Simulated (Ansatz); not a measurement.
# Germanium, bcc under PBE: from relaxation to bulk modulus

What does PBE give for germanium in the bcc structure? We relax it, solve it on a dense k-mesh, switch on spin-orbit coupling, then scale the cell to 7 volumes from 88 to 112 % of the relaxed one and try a fit of the equation of state. The k-meshes are 13×13×13 for the relaxation; 21×21×21 for the dense run; 13×13×13 for spin-orbit coupling; 15×15×15 for the volumes.

This is Ge in the bcc structure; at room conditions it is diamond.

Method: DFT PBE, plane waves (420 eV) with PAW, scalar-relativistic, in Ansatz 0.2.0.

**1. The structure to begin with**

It takes space group Im-3m (No. 229, cubic). The conventional cell has a = 3.376 Å, b = 3.376 Å, c = 3.376 Å, α = 90.00°, β = 90.00°, γ = 90.00°. Ge (site symmetry m-3m) has 8 Ge at 2.92 Å as nearest neighbours.

As a file:

```
Ge
1.0
    -1.68799    1.68799    1.68799
     1.68799   -1.68799    1.68799
     1.68799    1.68799   -1.68799
Ge
1
Direct
  0.00000 0.00000 0.00000
```

**2. Geometry optimisation**

Input file input.yaml:

```yaml
crystal:
  lattice:
    - [-1.6879910177, 1.6879910177, 1.6879910177]
    - [1.6879910177, -1.6879910177, 1.6879910177]
    - [1.6879910177, 1.6879910177, -1.6879910177]
  atoms:
    - { symbol: Ge, position: [0.0, 0.0, 0.0] }
hamiltonian:
  xc: pbe
  pseudopotentials:
    kind: paw
    azcp:
      Ge: "pseudopotentials/Ge.paw.azcp"
basis:
  ecutwfc: 420
  fft_grid_basis: typed
kpoints:
  mp_grid: { grid: [13, 13, 13], shift: [0, 0, 0] }
magnetization:
  spin_polarized: false
scf:
  occupations: { method: fermi_dirac, width: 0.1 }
relax:
  max_steps: 60
  f_tol: 0.01
  cell: {}
```

The run is started by

```
> ansatz run input.yaml --threads 1 --pin off --max-ram 3584MiB --backend cpu --events-out ev --progress --plain --runs-dir out
```

After this run come: Dense single point; Spin-orbit coupling switched on; At 88 % of the relaxed volume; At 92 % of the relaxed volume; At 96 % of the relaxed volume; At 100 % of the relaxed volume; At 104 % of the relaxed volume; At 108 % of the relaxed volume; At 112 % of the relaxed volume.

Before running it: what results should come out? Wanted: space group; conventional cell; volume; shortest distance; gap on the mesh; relative to diamond; V₀, B₀, B₀′.

The runs gave:

| quantity | value |
| --- | --- |
| space group (spins left aside) | Im-3m (No. 229) |
| conventional cell | a = 3.382 Å |
| volume | 19.334 Å³/atom |
| shortest distance | 2.929 Å |
| gap on the mesh | none (levels filled in part) |
| relative to diamond | +335 meV/atom |
| V₀, B₀, B₀′ | 19.155 Å³/atom, 63 GPa, 4.8 |

The relaxation enlarged the cell by 0.5 % in volume. Against the reference form of germanium (diamond, computed apart with the same settings) it stands 335 meV/atom higher, so it is far from stable. No gap shows: it is a metal or semimetal at this level. The total energy of the spin-orbit run (on a coarser mesh) lies -97 meV/atom from the scalar one; mesh and treatment of the core enter this figure, so it is no spin-orbit energy. B₀ comes out at 63 GPa. Relaxation kept the symmetry; phonons were not checked.
